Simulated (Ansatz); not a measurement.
Crystal: GaN.

```
Ga N
1.0
     0.00000    2.25350    2.25350
     2.25350    0.00000    2.25350
     2.25350    2.25350    0.00000
Ga N
1 1
Direct
  0.00000 0.00000 0.00000
  0.25000 0.25000 0.25000
```

The cell is a database's computed one.

* Program: Ansatz 0.2.0
* Task: relaxation of cell and atoms
* Functional: PBE
* Potentials or basis: all-electron LAPW, scalar-relativistic
* Basis error allowed: 0.001 eV/atom
* k mesh: 10 × 10 × 10
* Occupations: fermi-dirac, width 0.05 eV
* Spin: no spin polarisation

At the start: volume 11.44 Å³/atom.

Task: Where does the relaxation end?

Result: Over 5 steps the energy falls by 4.7 meV/atom and the volume is 11.76 Å³/atom (+2.7 %); space group F-43m (No. 216, to 0.05 Å).

The path:
```
step  energy change (eV)  largest force (eV/Å)  volume (Å³)
   1              0.0000                0.0000        22.89
   2             -0.0077                0.0000        23.25
   3             -0.0094                0.0000        23.50
   4             -0.0094                0.0000        23.51
   5             -0.0094                0.0000        23.51
```

Final structure:
```cif
data_structure
_symmetry_space_group_name_H-M 'P 1'
_symmetry_Int_Tables_number 1
_cell_length_a 3.2157
_cell_length_b 3.2157
_cell_length_c 3.2157
_cell_angle_alpha 60.000
_cell_angle_beta 60.000
_cell_angle_gamma 60.000
_cell_volume 23.51
loop_
_atom_site_label
_atom_site_type_symbol
_atom_site_fract_x
_atom_site_fract_y
_atom_site_fract_z
_atom_site_occupancy
Ga1 Ga 0.00000 0.00000 0.00000 1
N1 N 0.25000 0.25000 0.25000 1
```
